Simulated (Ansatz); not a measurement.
**A strain series on SnSe (zincblende): uniaxial along z, other directions held**

SnSe in the zincblende structure, relaxed with r2SCAN in the plane-wave code Ansatz, then strained (uniaxial along z, other directions held; changes of length per length, axes as in the cell below) with the atoms relaxed again within the symmetry that is left. The symmetry is F-43m (No. 216, cubic); conventional cell a = 6.728 Å, 38.07 Å³ an atom. Sn is surrounded by 4 Se at 2.91 Å; Se is surrounded by 4 Sn at 2.91 Å. No spin polarisation. The prototype was imposed, so other structures may be more stable.

```
Sn Se
1.0
     0.00000    3.36398    3.36398
     3.36398    0.00000    3.36398
     3.36398    3.36398    0.00000
Sn Se
1 1
Direct
  0.00000 0.00000 0.00000
  0.25000 0.25000 0.25000
```

Gaps are the least over each mesh (HSE06 4×4×4 when unstrained) and the special points, which keep their unstrained names.

```csv
strain (%),"gap, HSE06 (eV)","edges, HSE06"
-1.98,0.135,W → X
0.0,0.304,W → X
+1.7,0.333,W → X
+2.73,0.352,W → X
+5.0,0.393,W → X
```

Between zero and the nearest strains the slope of the HSE06 gap against strain is +0.085 eV per percent for negative and +0.017 for positive strain.

Spin-orbit coupling is left out, which matters wherever the heavy atoms make up the band edges.

The meshes of the hybrids are coarse, so their gaps aren't converged to the digits shown.
